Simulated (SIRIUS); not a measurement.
The system is Ca.

```
CELL_PARAMETERS angstrom
-2.24000 2.24000 2.24000
2.24000 -2.24000 2.24000
2.24000 2.24000 -2.24000
ATOMIC_POSITIONS crystal
Ca 0.00000 0.00000 0.00000
```

This isn't the form of Ca at room conditions, which is fcc.

| Quantity | Value |
| --- | --- |
| Program | SIRIUS 7.10.0 |
| Task | single point |
| Functional | PBE |
| Potentials or basis | PseudoDojo 0.4.1 PBE standard (scalar relativistic) |
| Cutoff | 937 eV |
| Density cutoff | 3749 eV |
| k mesh | 8 × 8 × 8 |
| Occupations | fermi-dirac, width 0.05 eV |
| Spin | no spin polarisation |

On this cell: pressure -1.0 GPa; band gap on the k mesh none (metal or under the smearing width).

The same run follows on a disturbed copy (cell strained at random at fixed volume):

```
CELL_PARAMETERS angstrom
-2.25163 2.21383 2.23487
2.21603 -2.23722 2.22267
2.28387 2.26947 -2.25827
ATOMIC_POSITIONS crystal
Ca 0.01023 0.00536 0.01779
```

Problem. What changes?

Solution. The energy (extrapolated to zero smearing) moves by +0.7 meV/atom; pressure -1.0 GPa; band gap on the k mesh none (metal or under the smearing width).

Stress tensor (GPa, compression positive):
```
-0.98 -0.17  0.18
-0.17 -0.99  0.11
 0.18  0.11 -1.01
```

Caveats: the cell was measured hot, at 740 K.
